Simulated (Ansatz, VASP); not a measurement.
# BP: VASP beside Ansatz, part 2 of 2

Wanted: the spread between two codes on one cell, functional and k mesh. The cell is taken from a series of runs on this material, whose earlier steps may have relaxed, scaled, displaced or heated it; both programs get it as it stands.

VASP 6.6.1 and Ansatz 0.2.0.

So far: The structure; VASP: zone-centre phonons, LDA, pair 1.

## 3. Ansatz: zone-centre phonons, LDA, pair 1

Level of this step: Ansatz beside VASP: Kohn-Sham DFT, plane waves, LDA (Ansatz).

Ansatz runs on its PAW soft_1 files.

The same cell, functional (in two slightly different forms) and mesh now go to Ansatz, which takes its cutoff from its data sets.

Contents of input.yaml:

```yaml
crystal:
  lattice:
    - [0.0, 2.1554795712, 2.2875457101]
    - [2.1554795712, 0.0, 2.2875457101]
    - [2.1554795712, 2.1554795712, 0.0]
  atoms:
    - { symbol: B, position: [0.0, 0.0, 0.0] }
    - { symbol: P, position: [0.75, 0.75, 0.75] }
kpoints:
  mp_grid: { grid: [12, 12, 12] }
hamiltonian:
  xc: lda
  pseudopotentials: { kind: paw, azcp: { folder: soft_1 }, xc_functional: pbe }
scf:
  occupations: { method: fixed }
output:
  eigenvalues: true
phonons:
  method: dfpt
  dielectric: true
  rigid_motions: translations
```

Launch:

```bash
$ ansatz run input.yaml --threads 4 --pin off --max-ram 10240MiB --backend cpu --events-out ev --progress --plain --runs-dir out
```

Numbers of over 12 decimals in the logs are rounded to 6 here.

Output:

```text
Engine: ansatz 0.2.0, aarch64-unknown-linux-gnu
Pseudopotentials: kind: paw
Pseudopotential: B, paw, valence charge 3, recommended cutoff 420 eV (normal), soft_1/B.paw.azcp
Pseudopotential: P, paw, valence charge 5, recommended cutoff 420 eV (normal), soft_1/P.paw.azcp
Functional definition: SPW92
  exchange = slater_x
  correlation = pw_c
Crystal: 2 atoms, lattice volume = 21.256 Å³
Basis set: ecut = 420 eV, 403 PW (Γ), exchange–correlation on 48×48×48 points (8 copies of the dense FFT grid, shifted against one another)
Bands: 8, of which v1, the nominal top of the filled ones, is band 4 counted from 1 (3 counted from 0)
Symmetry: 8 space group operations
k-points: 868 of 1728 (irreducible under 1 space group operation, time reversal used)
Non-local potential: B, projectors of the file, l = 0: 2, l = 1: 2, l = 2: 1
Non-local potential: P, projectors of the file, l = 0: 2, l = 1: 2, l = 2: 1
PAW form: soft (Blöchl's): semilocal exchange-correlation on the pseudo side does not see the compensation charge
PAW frozen core: B, regenerated for the run's functional, and the local potential with it (the file was generated under x = pbe(κ = 0.804, μ = 0.219515), c = pbe(β = 0.066725))
PAW frozen core: P, regenerated for the run's functional, and the local potential with it (the file was generated under x = pbe(κ = 0.804, μ = 0.219515), c = pbe(β = 0.066725))
PAW one-centre angular grid: B, 110 points (default); XC on 64 Gauss nodes
PAW one-centre angular grid: P, 110 points (default); XC on 64 Gauss nodes
Initial density: superposition of atomic densities (chi_scale 0.1, normalization cell, long waves kept (reshape's long-wave potential 0.00 eV rms))
Initial wavefunctions: pseudopotential atomic-orbital guess
Functional: x = slater, c = lda
SCF iter   1: F=—  HF=-877.528350 eV  |F-HF|=—  |Δ(HF+E_count)|=         —  Δρ=1.07e-1  dr2=2.69e0  ethr=3.10e-3  ⟨swp⟩=5.0  Hψ=50501  notcnv=0  defer=1636
preconditioner: auto → none  [insulator: Δε(μ)=1.580 eV  Ē_g=13.638 eV  n_scr=0 (ndim 8)  ℏωp=22.8 eV  f_vac=0.000  ε∞_Penn≈3.8]
SCF iter   2: F=—  HF=-876.599663 eV  |F-HF|=—  |Δ(HF+E_count)|=   9.29e-1  Δρ=3.16e-2  dr2=1.59e-1  ethr=3.10e-3  ⟨swp⟩=2.5  Hψ=19462  notcnv=0  defer=1627
SCF iter   3: F=—  HF=-876.544162 eV  |F-HF|=—  |Δ(HF+E_count)|=   5.55e-2  Δρ=1.13e-2  dr2=1.69e-2  ethr=1.98e-3  ⟨swp⟩=3.0  Hψ=12184  notcnv=0  defer=1704
SCF iter   4: F=—  HF=-876.538908 eV  |F-HF|=—  |Δ(HF+E_count)|=   5.25e-3  Δρ=1.65e-3  dr2=2.64e-4  ethr=2.11e-4  ⟨swp⟩=3.0  Hψ=12162  notcnv=0  defer=1728
SCF iter   5: F=—  HF=-876.538847 eV  |F-HF|=—  |Δ(HF+E_count)|=   6.09e-5  Δρ=6.13e-5  dr2=3.10e-7  ethr=3.30e-6  ⟨swp⟩=3.0  Hψ=10826  notcnv=0  defer=1734
SCF iter   6: F=—  HF=-876.538848 eV  |F-HF|=—  |Δ(HF+E_count)|=   3.65e-7  Δρ=1.16e-5  dr2=1.27e-8  ethr=3.88e-9  ⟨swp⟩=2.9  Hψ=10401  notcnv=0  defer=1663
SCF iter   7: F=-876.538848 eV  HF=-876.538848 eV  |F-HF|=5.25e-11  |Δ(HF+E_count)|=   1.60e-9  Δρ=5.61e-7  dr2=8.23e-11  ethr=1.25e-12  ⟨swp⟩=8.5  Hψ=56724  notcnv=0
SCF 1 converged in 7 iterations: F = -876.538848 eV  dr2 = 8.23e-11
  greatest PAW one-centre occupation: 0.766 electrons in one spin orbital (limit 2), on the P atom at site 1 (counted from 0), in its partial waves of l = 0
NSCF: frozen V_eff on 137 k-points
DFPT response loops at Γ: preconditioner auto → none (the input reference at scf.mixing.eps_inf says where Resta's filter doesn't serve); β = 0.50; Broyden in place of MSR1
── the response to a field inside a basis, on 12×12×12 k-points: an SCF that follows is theirs, and a resumed run solves both again ──
Bands: 5, of which v1, the nominal top of the filled ones, is band 4 counted from 1 (3 counted from 0)
k-points: 468 of 1728 (irreducible under 2 space group operations, time reversal used)
Initial density: handed on by an earlier stage of this run
Initial wavefunctions: pseudopotential atomic-orbital guess (no wavefunctions were taken with the density)
Eigensolver: Dense (468 Hₖ)
SCF iter   1: F=—  HF=-876.539141 eV  |F-HF|=—  |Δ(HF+E_count)|=         —  Δρ=1.35e-4  dr2=4.61e-7  ethr=1.00e-1
preconditioner: auto → none  [insulator: Δε(μ)=0.767 eV  Ē_g=10.186 eV  n_scr=0 (ndim 8)  ℏωp=22.8 eV  f_vac=0.000  ε∞_Penn≈6.0]
SCF iter   2: F=—  HF=-876.539141 eV  |F-HF|=—  |Δ(HF+E_count)|=   5.65e-7  Δρ=6.78e-5  dr2=1.17e-7  ethr=5.76e-9
SCF iter   3: F=-876.539142 eV  HF=-876.539142 eV  |F-HF|=2.82e-9  |Δ(HF+E_count)|=   1.96e-7  Δρ=3.72e-6  dr2=3.66e-9  ethr=1.46e-9
SCF 1 converged in 3 iterations: F = -876.539142 eV  dr2 = 3.66e-9
DFPT response loops at Γ: mixed as the last ones told, above
SCF converged after 7 iterations
Free energy (F): -876.538848 eV
Harris-Foulkes:  -876.538848 eV  (|F-HF|=5.25e-11)
Internal energy: -876.538848 eV  (E = F + TS)
E sigma→0 (E₀):  -876.538848 eV
Fermi energy:    10.583162 eV
--- Per-component energies (eV) ---
  E_band       = 28.307569
  E_kinetic    = 125.751654
  E_local      = -56.308521  (includes V_loc(G=0)·N_el)
  E_nonlocal   = 42.099058
  E_hartree    = 15.853115
  E_xc         = -107.700650
  E_vxc        = -103.451086  (∫ρ·V_xc dr)
  E_paw        = -601.627714  (= ΣΔE_a)
  E_vpaw       = -11.489707  (= ΣTr[D̂ρ^β])
  E_aug_tail   = 0.000009  (compensation charges beyond the density's cutoff)
  E_ewald      = -294.768984
  E_core_change = 0.163186  (= ΣΔE_core)
  E_smearing   = -0.000000  (= −TS)
  E_closure    = 0.000000  (closes the sum)
  Σ components = -876.538848   (vs F -876.538848, Δ=0.00e0)
--- Band table (eV; the first three rows and the last of 868) ---
  k-point 0: bands = ["-5.8889", "9.9326", "10.5832", "10.5832", "13.8227", "13.8227", "14.1266", "19.1052"]
  k-point 1: bands = ["-5.7538", "9.2676", "10.0030", "10.3707", "14.0862", "14.1485", "14.5565", "19.3905"]
  k-point 2: bands = ["-5.3513", "7.3815", "9.3937", "9.9348", "14.3901", "14.8414", "15.1877", "20.0427"]
  k-point 867: bands = ["-2.1790", "0.6675", "8.0757", "8.9430", "14.0106", "15.4486", "15.4786", "20.6769"]
--- Phonons (Γ-DFPT): 4 representative perturbations + reference, on 868 of 1728 k-points (Σ response iterations 12) ---
  k mesh reduced under 1 symmetry operation, with k and −k counted as one. Each operation leaves every solved perturbation unchanged. A smaller set is not considered because the run solves the response to a homogeneous field
  ASR residual: 2.814e-4 → 0.000e0 eV/Å²; symmetrization residual: 1.325e-7 eV/Å²
  ASR residual per site (eV/Å²): 2.49e-4 2.81e-4
  Γ frequencies (cm⁻¹): 0.00 0.00 0.00 868.89 868.89 872.88
  ε∞ (high-frequency dielectric tensor):
        8.952818     0.000000     0.000000
        0.000000     8.952818     0.000000
        0.000000     0.000000     9.852906
  ε⁰ (static dielectric tensor: ions relaxed, cell fixed):
        9.232010     0.000000     0.000000
        0.000000     9.232010     0.000000
        0.000000     0.000000    10.102669
  ε⁰ − ε∞ (ionic part):
        0.279192    -0.000000    -0.000000
       -0.000000     0.279192     0.000000
       -0.000000     0.000000     0.249763
  softest optical mode at Γ: 868.89 cm⁻¹; the repairs (sum rule, projections) moved no ω² at Γ by more than (2.51 cm⁻¹)²
  Born effective charges Z* (e; rows j = field, columns β = displacement):
    site 0:
        -0.85419    0.00000    0.00000
         0.00000   -0.85419   -0.00000
         0.00000   -0.00000   -0.81163
    site 1:
         0.85419   -0.00000   -0.00000
         0.00000    0.85419    0.00000
        -0.00000    0.00000    0.81163
  Z* charge neutrality: 8.258e-5 e pre-enforcement
  solved inside a basis spanned on kpoints, on 12×12×12 k-points, its susceptibility summed on 16×16×16: ε∞ is read to err by 2.7e-2, Z* by 5.7e-3 e (field_mesh: kpoints solves on kpoints); Z* is corrected for what the basis lacks
  optical modes at Γ without the LO–TO term, one row a degenerate level:
      ω (cm⁻¹)  modes    IR ((D/Å)²/amu)
        868.89      2             4.2013
        872.88      1             1.8965
  optical modes at Γ + LO–TO along q̂ = [1.0000, 0.0000, 0.0000]:
      ω (cm⁻¹)  modes    IR ((D/Å)²/amu)
        868.89      1             2.1007
        872.88      1             1.8965
        882.33      1             2.1007
  optical modes at Γ + LO–TO along q̂ = [0.0000, 1.0000, 0.0000]:
      ω (cm⁻¹)  modes    IR ((D/Å)²/amu)
        868.89      1             2.1007
        872.88      1             1.8965
        882.33      1             2.1007
  optical modes at Γ + LO–TO along q̂ = [0.0000, 0.0000, 1.0000]:
      ω (cm⁻¹)  modes    IR ((D/Å)²/amu)
        868.89      2             4.2013
        883.87      1             1.8965
```

In the SCF lines HF is the Harris–Foulkes energy and dr2 the Hartree energy of the density residual, in eV; the loop may stop once dr2 is under the threshold and the program's other checks hold. Hψ counts applications of the Hamiltonian.

## 4. Side by side

Known differences besides the potentials themselves: the two LDA forms differ slightly; fixed occupations in Ansatz, narrow Gaussian smearing in VASP; VASP's response is taken on the typed mesh, Ansatz refines its own for the field response alone; the cutoff is 420 eV in Ansatz and 500 eV in VASP; VASP's log shows a relativistic correction to its local exchange, Ansatz's none. Total energies have different zeros and are not compared.

Both answers:

```tsv
quantity	Ansatz	VASP	difference
ε∞ xx	8.95	8.99	-0.39 %
ε∞ yy	8.95	8.99	-0.39 %
ε∞ zz	9.85	9.88	-0.27 %
Born charge of B1 (mean of the diagonal) (e)	-0.84	-0.82	-0.02
Born charge of P2 (mean of the diagonal) (e)	0.84	0.82	+0.02
optical mode 1 to 2 (cm⁻¹)	868.9	866.7	+0.25 %
optical mode 3 (cm⁻¹)	872.9	870.4	+0.28 %
```

Modes are paired by rising frequency, not by their patterns, so a pair may set unlike modes beside each other; they are those without the splitting of longitudinal modes.

## 5. VASP: zone-centre phonons, LDA, pair 2

Second derivatives magnify differences that forces hide, and they need a tight electronic threshold. The cell compared in this pair holds 21.60 Å³, against 21.26 Å³ for the pair before.

Contents of INCAR:

```
SYSTEM = BP
PREC = Accurate
ENCUT = 500
EDIFF = 1E-08
NELM = 120
ISMEAR = 0
SIGMA = 0.01
LREAL = .FALSE.
ALGO = Normal
GGA = CA
NBANDS = 10
LORBIT = 11
LWAVE = .FALSE.
LCHARG = .FALSE.
ISIF = 2
IBRION = 8
LEPSILON = .TRUE.
LASPH = .TRUE.
GGA_COMPAT = .FALSE.
EFERMI = MIDGAP
KPAR = 2
```

Contents of POSCAR:

```
BP
1.0
    0.0000000000      2.1779324834      2.2769677831
    2.1779324834      0.0000000000      2.2769677831
    2.1779324834      2.1779324834      0.0000000000
B P
1 1
Direct
    0.0000000000      0.0000000000      0.0000000000
    0.7500000000      0.7500000000      0.7500000000
```

Contents of KPOINTS:

```
Automatic mesh
0
Gamma
12 12 12
0 0 0
```

The projector-augmented-wave data sets are B and P (LDA family, release 64).

Launch:

```bash
$ mpirun -np 2 vasp_std
```

Output:

```text
[... set-up lines as in an earlier step ...]
 entering main loop
       N       E                     dE             d eps       ncg     rms          rms(c)
DAV:   1     0.779964090566E+01    0.77996E+01   -0.40015E+03  3260   0.705E+02
DAV:   2    -0.148192688553E+02   -0.22619E+02   -0.21641E+02  4554   0.113E+02
DAV:   3    -0.153580885874E+02   -0.53882E+00   -0.53775E+00  3956   0.162E+01
DAV:   4    -0.153601790807E+02   -0.20905E-02   -0.20902E-02  4016   0.113E+00
[...]
DAV:  11    -0.143454058227E+02   -0.16279E-05   -0.63843E-06  3978   0.139E-02    0.398E-02
DAV:  12    -0.143454055657E+02    0.25698E-06   -0.17196E-06  3638   0.613E-03    0.103E-02
DAV:  13    -0.143454055719E+02   -0.61782E-08   -0.53104E-08  3908   0.158E-03
   1 F= -.14345406E+02 E0= -.14345406E+02  d E =0.000000E+00
 Linear response reoptimize wavefunctions to high precision
DAV:   1    -0.143454055678E+02    0.40696E-08   -0.14841E-08  3636   0.567E-04
DAV:   2    -0.143454055678E+02   -0.26148E-10   -0.25890E-10  1820   0.135E-04
 Linear response G [H, r] |phi>, progress :
  Direction:   1
[...]
RMM:  10    -0.407821126557E-01   -0.85856E-08    0.17800E-08 17358   0.134E-05    0.536E-06
 first order change of Fermi-energy  -0.72138E-05
 force on displaced ion       2 direction 1 : -21.565   0.000   0.000
 Born effective charge ion    2 direction 1 :   0.782   0.000   0.000
 Linear response progress:
  Degree of freedom:   4/  4
       N       E                     dE             d eps       ncg     rms          rms(c)
RMM:   1    -0.442413122058E-01   -0.44241E-01   -0.50528E-04 12827   0.144E+00
RMM:   2    -0.412643019107E-01    0.29770E-02   -0.87560E-04  8709   0.223E-01    0.162E-01
RMM:   3    -0.413280751342E-01   -0.63773E-04   -0.37402E-05  9207   0.423E-02    0.914E-02
RMM:   4    -0.416765191721E-01   -0.34844E-03   -0.37927E-05  9063   0.412E-02    0.919E-03
[...]
RMM:   8    -0.416389025623E-01    0.63853E-06   -0.35714E-10  9706   0.101E-04    0.832E-05
RMM:   9    -0.416387439728E-01    0.15859E-06    0.39430E-09  9946   0.359E-05    0.690E-06
RMM:  10    -0.416387475095E-01   -0.35368E-08    0.21130E-08  9856   0.119E-05    0.550E-06
 first order change of Fermi-energy  -0.40555E+01
 force on displaced ion       2 direction 3 :  -0.000  -0.000 -21.642
 Born effective charge ion    2 direction 3 :   0.000   0.000   0.746
 Born effective charges drift removed
 Linear response finished
```

From OUTCAR (step 5):

```text
  Total        1.7889932      1.7889932     -0.0234628      0.0000000      0.0000000      0.0000000
  in kB      132.6916395    132.6916395     -1.7402595      0.0000000      0.0000000      0.0000000
  external PRESSURE =      87.8810065 kB  Pullay stress =       0.0000000 kB

 POSITION                                       TOTAL-FORCE (eV/Angst)
 -----------------------------------------------------------------------------------
      0.00000      0.00000      0.00000        -0.000000     -0.000000     -0.000000
      3.26690      3.26690      3.41545         0.000000      0.000000      0.000000
 -----------------------------------------------------------------------------------
    total drift:                                0.000000      0.000000     -0.000000

 MACROSCOPIC STATIC DIELECTRIC TENSOR (including local field effects in DFT)
 ------------------------------------------------------
           9.026978     0.000000     0.000000
           0.000000     9.026978    -0.000000
           0.000000    -0.000000     9.695113
 ------------------------------------------------------

 MACROSCOPIC STATIC DIELECTRIC TENSOR IONIC CONTRIBUTION
 ------------------------------------------------------
           0.238280     0.000000     0.000000
           0.000000     0.238280    -0.000000
           0.000000    -0.000000     0.216261
 ------------------------------------------------------

[... 1 part as in an earlier step ...]

[... 1 further part left out ...]
```

## 6. Ansatz: zone-centre phonons, LDA, pair 2

The same cell, functional (in two slightly different forms) and mesh now go to Ansatz, which takes its cutoff from its data sets.

The cell is taken from a series of runs on this material, whose earlier steps may have relaxed, scaled, displaced or heated it; both programs get it as it stands.

input.yaml, the sections that differ from step 3:

```yaml
crystal:
  lattice:
    - [0.0, 2.1779324834, 2.2769677831]
    - [2.1779324834, 0.0, 2.2769677831]
    - [2.1779324834, 2.1779324834, 0.0]
  atoms:
    - { symbol: B, position: [0.0, 0.0, 0.0] }
    - { symbol: P, position: [0.75, 0.75, 0.75] }
# kpoints, hamiltonian, scf, output, phonons: as in step 3
```

Launch:

```bash
$ ansatz run input.yaml --threads 4 --pin off --max-ram 10240MiB --backend cpu --events-out ev --progress --plain --runs-dir out
```

Output:

```text
[...]
Crystal: 2 atoms, lattice volume = 21.601 Å³
Basis set: ecut = 420 eV, 427 PW (Γ), exchange–correlation on 48×48×48 points (8 copies of the dense FFT grid, shifted against one another)
Bands: 8, of which v1, the nominal top of the filled ones, is band 4 counted from 1 (3 counted from 0)
Symmetry: 8 space group operations
k-points: 868 of 1728 (irreducible under 1 space group operation, time reversal used)
[...]
optical modes at Γ + LO–TO along q̂ = [1.0000, 0.0000, 0.0000]:
      ω (cm⁻¹)  modes    IR ((D/Å)²/amu)
[...]
optical modes at Γ + LO–TO along q̂ = [0.0000, 1.0000, 0.0000]:
      ω (cm⁻¹)  modes    IR ((D/Å)²/amu)
[...]
859.32      1             1.6925
        869.35      1             1.8479
  optical modes at Γ + LO–TO along q̂ = [0.0000, 0.0000, 1.0000]:
      ω (cm⁻¹)  modes    IR ((D/Å)²/amu)
        857.60      2             3.6959
        869.32      1             1.6925
[key lines of the parts left out:]
SCF converged after 7 iterations
Free energy (F): -876.583047 eV
Fermi energy:    10.288929 eV
```

## 7. Differences

Compared:

```tsv
quantity	Ansatz	VASP	difference
ε∞ xx	8.99	9.03	-0.37 %
ε∞ yy	8.99	9.03	-0.37 %
ε∞ zz	9.67	9.70	-0.29 %
Born charge of B1 (mean of the diagonal) (e)	-0.79	-0.77	-0.02
Born charge of P2 (mean of the diagonal) (e)	0.79	0.77	+0.02
optical mode 1 to 2 (cm⁻¹)	857.6	855.5	+0.25 %
optical mode 3 (cm⁻¹)	859.3	857.0	+0.27 %
```

Modes are paired by rising frequency, not by their patterns, so a pair may set unlike modes beside each other; they are those without the splitting of longitudinal modes.

## 8. Summary of results

- r.m.s. difference of the optical zone-centre modes, each program's sorted by frequency (zone-centre phonons, LDA, pair 1): 2.3 cm⁻¹
- r.m.s. difference of the optical zone-centre modes, each program's sorted by frequency (zone-centre phonons, LDA, pair 2): 2.2 cm⁻¹

In words: The r.m.s. difference of the optical zone-centre modes, each program's sorted by frequency is 2.3 cm⁻¹ (zone-centre phonons, LDA, pair 1). How closely two codes agree says nothing of how well the functional describes the real material.

[Lines on the potential files, build, host, timing and source positions are cut from VASP's logs without a mark.]

[Logs are printed without paths, hosts, clocks, repeated set-up lines and the standing remarks that a program may print on its own settings, such as how far it seeks lower states.]

[Hosts, paths, dates, database ids (printed as entryN), source tags and the programs' standing remarks are cut or masked in the printed files.]
